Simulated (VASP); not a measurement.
**SiO2 in VASP: one cell, several levels of theory**

The task here is to estimate one member of a computed series from the others.

Program: VASP 6.6.1. PAW datasets, plane waves. No spin polarisation and no zero-point or thermal motion.

## Starting point

The cell comes from an earlier relaxation with r2SCAN in another program.

Space group P4_2/mnm (No. 136), tetragonal; a = 4.185 Å, c = 2.669 Å in the conventional setting, 7.79 Å³ an atom. Near Si stand 6 O at 1.76–1.81 Å; near O stand 3 Si at 1.76–1.81 Å.

The structure in full:

```
CELL_PARAMETERS angstrom
4.18519 0.00000 0.00000
0.00000 4.18519 0.00000
0.00000 0.00000 2.66884
ATOMIC_POSITIONS crystal
Si 0.00000 0.00000 0.00000
Si 0.50000 0.50000 0.50000
O 0.30610 0.30610 0.00000
O 0.19390 0.80610 0.50000
O 0.80610 0.19390 0.50000
O 0.69390 0.69390 0.00000
```

The first run:

INCAR

```
ENCUT = 520.000000
SIGMA = 0.020000
EDIFF = 1.00e-07
GGA = PE
PREC = Accurate
IBRION = -1
ISIF = 2
ISMEAR = -1
NBANDS = 25
NELM = 120
NSW = 0
LASPH = .TRUE.
LCHARG = .FALSE.
LWAVE = .FALSE.
LREAL = .FALSE.
```

KPOINTS

```
KPOINTS created by Atomic Simulation Environment
0
Gamma
6 6 10
0 0 0
```

KPOINTS_OPT

```
special points
6
Reciprocal
0.0000000000 0.0000000000 0.0000000000 1
0.0000000000 0.5000000000 0.0000000000 1
0.5000000000 0.5000000000 0.0000000000 1
0.0000000000 0.0000000000 0.5000000000 1
0.0000000000 0.5000000000 0.5000000000 1
0.5000000000 0.5000000000 0.5000000000 1
```

POSCAR

```
Si O
 1.0000000000000000
     4.1851888035665503    0.0000000000000000   -0.0000000000000000
    -0.0000000000000000    4.1851888035665503   -0.0000000000000000
    -0.0000000000000000   -0.0000000000000000    2.6688398892931899
 Si  O
   2   4
Cartesian
  0.0000000000000000  0.0000000000000000  0.0000000000000000
  2.0925944017832747  2.0925944017832747  1.3344199446465950
  1.2810905169717908  1.2810905169717908 -0.0000000000000000
  0.8115038848114841  3.3736849187550662  1.3344199446465950
  3.3736849187550662  0.8115038848114841  1.3344199446465950
  2.9040982865947589  2.9040982865947589 -0.0000000000000000
```

Potentials: the recommended PBE PAW datasets, 32 valence electrons in the neutral cell.

Run with:

```console
> mpirun -np 1 vasp_std
```

Steps of the session up to this table: Single point with PBE; r2SCAN; LDA at this geometry; Single point with PBEsol.

One of the session's tables, all rows but one given; the rest of the session is left out.

```
 level  gap (eV)  largest force (eV/Å)  Ansatz: gap (eV)  Ansatz: force (eV/Å)
   PBE      5.54                 0.100              5.56                 0.083
r2SCAN      6.51                 0.021              6.51                 0.000
   LDA         ?                     ?                 ?                     ?
PBEsol      5.51                 0.091              5.50                 0.055
```

**Question.** Estimate the row for LDA.

The run gave: gap (eV): 5.54; largest force (eV/Å): 0.003; Ansatz: gap (eV): 5.53; Ansatz: force (eV/Å): 0.042.

Forces up to 0.10 eV/Å (PBE) show atoms off their equilibrium places at that level; the least is 0.003 eV/Å (LDA). The two programs agree on the gap within 0.02 eV, far less than the spread between functionals. Each program uses its own PAW datasets and cutoff. LDA means the Perdew–Zunger form in VASP and the Perdew–Wang form in Ansatz.
